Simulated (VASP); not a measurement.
AgBr, 2 atoms in the cell. Symmetry: Fm-3m, No. 225, cubic system. Conventional cell: a = 5.785 Å, b = 5.785 Å, c = 5.785 Å, α = 90.00°, β = 90.00°, γ = 90.00°. Around Ag (site symmetry m-3m) lie 6 Br at 2.89 Å. Around Br (site symmetry m-3m) lie 6 Ag at 2.89 Å. The cell was built by a generator and needn't be a form met in nature.

| Property | Result |
| --- | --- |
| Program | VASP 6.6.1 |
| Task | single point |
| Functional | PBE |
| Potentials or basis | VASP PAW PBE potentials, release 64 (Ag, Br) |
| Cutoff | 520 eV |
| k mesh | 6 × 6 × 6 |
| Occupations | gaussian, width 0.01 eV |
| Spin | no spin polarisation |
| Dipole correction | no |
| Further INCAR settings | ALGO = Normal; EDIFF = 1e-06; NBANDS = 16 |

Potentials or basis: VASP PAW PBE potentials, release 64 (Ag, Br).

Launch:

```sh
$ cat potpaw_PBE.64/Ag/POTCAR potpaw_PBE.64/Br/POTCAR > POTCAR
$ mpirun -np 1 vasp_std > vasp.out
```

Hardware: 1 thread of Intel(R) Xeon(R) Platinum 8488C (Sapphire Rapids) (shared host).

**Question.** Estimate the wall time of this run.

**Answer.** It took 8.6 s on 1 thread of Intel(R) Xeon(R) Platinum 8488C (Sapphire Rapids), on a shared host, peak memory 0.16 GiB. Counts: scf iterations 12, k points 16.
